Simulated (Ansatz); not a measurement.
The structure is an experimental refinement, used without relaxation.

A run of Ansatz 0.2.0 printed the following.

```
Na: projections on atomic orbitals take those of the free atom 1s2 2s2 2p6 3s1, of charge +0.00 (hamiltonian.pseudopotentials.projection_atoms)
LAPW: plane waves up to 4.578 Å⁻¹, error target 5.0e-4 eV per atom; small_component_spin mean_spin; Na in spheres of 1.884 Å, 9 of its electrons in bands, Dirac shells []
Engine: ansatz 0.2.0
Pseudopotentials: kind: all_electron
Pseudopotential: Na, LAPW, valence charge 9, Koelling and Harmon's equation, gaussian nucleus
Functional definition: PBE
  parameter kappa = 0.804
  parameter beta = 0.06672455060314922
  exchange = pbe_x(kappa = kappa, mu = beta*pi^2/3)
  correlation = pbe_c(beta = beta)
Crystal: 2 atoms, lattice volume = 75.627 Å³
Basis set: ecut = 79.8406764740636 eV, 135 PW (Γ), exchange–correlation at level 2
Bands: 13, of which v1, the nominal top of the filled ones, is band 9 counted from 1 (8 counted from 0)
Symmetry: 24 space group operations
Space group: P63/mmc (ITA 194), of the structure as read, at distance tolerance 4.2e-5 Å
k-points: 64 of 726
Non-local potential: Na, projectors of the file, none
Initial density: superposition of atomic densities (chi_scale 0.1, normalization cell)
Initial wavefunctions: plane waves of lowest kinetic energy (no species holds an atomic orbital)
Functional: x = pbe(κ = 0.804, μ = 0.2195149727645171), c = pbe(β = 0.06672455060314922)
iter 1 solved again at ethr=1.74e-5 eV; its pass at ethr=1.00e-1 eV (dr2=3.13e-3 eV) is discarded
SCF iter   1: F=—  HF=-8840.146473 eV  |F-HF|=—  |Δ(HF+E_count)|=         —  Δρ=1.77e-3  dr2=3.13e-3  ethr=1.74e-5  ⟨swp⟩=4.1  Hψ=6575  notcnv=0
preconditioner: auto → Kerker (q_TF=auto, 2.148 Å⁻¹)  [metal: Δε(μ)=0.039 eV  Ē_g=4.770 eV  σ=0.050 eV  W_gap=0.19  n_scr=10 (ndim 8)  ℏωp=6.0 eV  f_vac=0.000  D(μ)=1.43/eV (n_scr^D=2)]
SCF iter   2: F=—  HF=-8840.145101 eV  |F-HF|=—  |Δ(HF+E_count)|=   1.37e-3  Δρ=1.20e-3  dr2=1.62e-3  ethr=1.74e-5  ⟨swp⟩=2.0  Hψ=2555  notcnv=0
SCF iter   3: F=—  HF=-8840.145323 eV  |F-HF|=—  |Δ(HF+E_count)|=   2.22e-4  Δρ=4.96e-4  dr2=3.55e-4  ethr=9.01e-6  ⟨swp⟩=2.0  Hψ=2549  notcnv=0
SCF iter   4: F=—  HF=-8840.145304 eV  |F-HF|=—  |Δ(HF+E_count)|=   1.93e-5  Δρ=3.04e-4  dr2=1.43e-4  ethr=1.97e-6  ⟨swp⟩=2.0  Hψ=2549  notcnv=0
iter 5 solved again at ethr=1.63e-8 eV; its pass at ethr=7.96e-7 eV (dr2=2.93e-6 eV) is discarded
SCF iter   5: F=—  HF=-8840.145384 eV  |F-HF|=—  |Δ(HF+E_count)|=   8.07e-5  Δρ=4.55e-5  dr2=2.93e-6  ethr=1.63e-8  ⟨swp⟩=2.0  Hψ=4311  notcnv=0
SCF iter   6: F=—  HF=-8840.145385 eV  |F-HF|=—  |Δ(HF+E_count)|=   5.38e-7  Δρ=1.43e-5  dr2=2.29e-7  ethr=1.63e-8  ⟨swp⟩=2.0  Hψ=2549  notcnv=0
SCF iter   7: F=-8840.145385 eV  HF=-8840.145385 eV  |F-HF|=5.04e-9  |Δ(HF+E_count)|=   1.52e-7  Δρ=3.07e-6  dr2=1.31e-8  ethr=1.27e-9  ⟨swp⟩=2.9  Hψ=2630  notcnv=0
SCF 1 converged in 7 iterations: F = -8840.145385 eV  dr2 = 1.31e-8
NSCF: frozen V_eff on 65 k-points
SCF converged after 7 iterations
Free energy (F): -8840.145385 eV
Harris-Foulkes:  -8840.145385 eV  (|F-HF|=5.04e-9)
Internal energy: -8840.134308 eV  (E = F + TS)
E sigma→0 (E₀):  -8840.139847 eV
Entropy (-TS):   -0.011077 eV (-5.538 meV/atom)
Fermi energy:    1.533884 eV
--- Per-component energies (eV) ---
  E_band       = -486.504394
  E_kinetic    = 8845.817638
  E_xc         = -781.330011
  E_electrostatic = -16904.621935  (all electrons and nuclei)
  E_smearing   = -0.011077  (= −TS)
  E_closure    = 0.000000  (closes the sum)
  E_atoms      = -8837.540736  (free atoms, spherical and without spin; not in F)
  Σ components = -8840.145385   (vs F -8840.145385, Δ=0.00e0)
  Basis errors (estimates in eV, not in F): energy 1.2e-4 per atom: plane waves 1.2e-4 (6.1e-5 summed), levels above the bands 2.9e-32, relativity 2.4e-9, radial functions 2.5e-6, core shells 2.6e-15; eigenvalues (radial functions only) 4.0e-6; not estimated: angular momenta, meshes, grids; target (lapw.basis_error) 5.0e-4; muffin-tin radii Na 1.884 Å
--- Forces (eV/Å), atoms counted from 1 ---
  atom   1  Na     0.00000000    -0.00000000     0.00000000
  atom   2  Na    -0.00000000     0.00000000     0.00000000
  max |Σ_I F_I| component: 0.00e0 eV/Å
--- Stress (GPa, compression-positive) ---
       -0.220133      -0.000000      -0.000000
       -0.000000      -0.220133      -0.000000
       -0.000000      -0.000000       0.051164
  P = ⅓ Tr σ = -0.1297 GPa (-1.297 kbar)
--- Band table (eV; the first three rows and the last of 64) ---
  k-point 0: bands = ["-51.4978", "-51.4962", "-23.4358", "-23.4087", "-23.4087", "-23.4041", "-23.4041", "-23.4034", "-1.7227", "2.0617", "2.4503", "11.3844", "11.3844"]
  k-point 1: bands = ["-51.4977", "-51.4963", "-23.4337", "-23.4084", "-23.4084", "-23.4056", "-23.4044", "-23.4044", "-1.6089", "1.0513", "3.6549", "10.8527", "11.4704"]
  k-point 2: bands = ["-51.4974", "-51.4966", "-23.4278", "-23.4115", "-23.4075", "-23.4075", "-23.4052", "-23.4052", "-1.2689", "0.0700", "5.2189", "8.8764", "11.7082"]
  k-point 63: bands = ["-51.4958", "-51.4958", "-23.4305", "-23.4305", "-23.4224", "-23.4224", "-23.4098", "-23.4098", "3.2780", "3.2780", "3.7061", "3.7061", "4.9885"]
--- Löwdin populations: 2 sites ---
  site symbol       q [e]
     0     Na     10.9573
     1     Na     10.9573
  spilling = 0.003883 (of n_electrons = 22.000000)
```

The cell and starting positions:

```
CELL_PARAMETERS angstrom
3.76700 0.00000 0.00000
-1.88350 3.26232 0.00000
0.00000 0.00000 6.15400
ATOMIC_POSITIONS crystal
Na 0.33333 0.66667 0.25000
Na 0.66667 0.33333 0.75000
```

Parts of the input that the log doesn't repeat:

```yaml
  band_path:
    path:
      - [0.0, 0.0, 0.0]
      - [0.5, 0.0, 0.0]
      - [0.3333333333, 0.3333333333, 0.0]
      - [0.0, 0.0, 0.0]
      - [0.0, 0.0, 0.5]
      - [0.5, 0.0, 0.5]
      - [0.3333333333, 0.3333333333, 0.5]
      - [0.0, 0.0, 0.5]
      - [0.5, 0.0, 0.5]
    npoints: 8
output:
  forces: true
  stress: true
  eigenvalues: true
  fatbands: true
  populations: true
  dos: { projected: true, de: 0.2, e_range: [-14, 8] }
```

(1) Write the input that produced this log.

Answers

(1) 
```yaml
crystal:
  lattice:
    - [3.7670009976, 0.0, 0.0]
    - [-1.8835004988, 3.26231856, 0.0]
    - [0.0, 0.0, 6.154]
  atoms:
    - { symbol: Na, position: [0.3333333333, 0.6666666667, 0.25] }
    - { symbol: Na, position: [0.6666666667, 0.3333333333, 0.75] }
kpoints:
  mp_grid: { grid: [11, 11, 6] }
  band_path:
    path:
      - [0.0, 0.0, 0.0]
      - [0.5, 0.0, 0.0]
      - [0.3333333333, 0.3333333333, 0.0]
      - [0.0, 0.0, 0.0]
      - [0.0, 0.0, 0.5]
      - [0.5, 0.0, 0.5]
      - [0.3333333333, 0.3333333333, 0.5]
      - [0.0, 0.0, 0.5]
      - [0.5, 0.0, 0.5]
    npoints: 8
scf:
  occupations: { method: fermi_dirac, width: 0.05 }
hamiltonian:
  xc: pbe
  pseudopotentials: { kind: all_electron, lapw: { basis_error: 0.0005 } }
output:
  forces: true
  stress: true
  eigenvalues: true
  fatbands: true
  populations: true
  dos: { projected: true, de: 0.2, e_range: [-14, 8] }
```
This is the input that was run; digits and keys that the log doesn't show could differ in an equivalent one.
